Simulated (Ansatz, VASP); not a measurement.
**CuAu: VASP beside Ansatz**

```xyz
2
Lattice="2.7919 0.0000 0.0000 0.0000 2.7919 0.0000 0.0000 0.0000 3.6603" Properties=species:S:1:pos:R:3 pbc="T T T"
Au    0.0000    0.0000    0.0000
Cu    1.3959    1.3959    1.8301
```

Change from the starting cell: volume scaled by 0.98.

Alike in both runs: task single point; functional PBEsol; k mesh 9 × 9 × 7; occupations fermi-dirac, width 0.05 eV; no spin polarisation.

|  | VASP | Ansatz |
| --- | --- | --- |
| version | VASP 6.6.1 | Ansatz 0.2.0 |
| potentials or method | VASP PAW PBE potentials, release 64 (Au, Cu) | Ansatz PAW |
| plane-wave cutoff (eV) | 520 | 420 |
| valence electrons in the cell | 22 | 38 |

|  | VASP | Ansatz | Ansatz less VASP |
| --- | --- | --- | --- |
| gap on the k mesh at the Fermi level (eV) | none | none | - |
| pressure (GPa) | -0.7 | -0.7 | +0.01 |
| largest component of the traceless stress (GPa) | 0.33 | 0.39 | +0.060 |

A gap of «none» marks a metal or a gap that the smearing closes. The two sets of potentials don't hold the same shells in valence.

Caveats: the PAW data sets were made with another functional, which shifts forces and pressure a little (VASP); the PAW data sets come from PBE, with cores solved anew for the run's functional, which leaves a small shift of forces and pressure (Ansatz). Spin-orbit coupling is left out, which matters for the levels of Au.
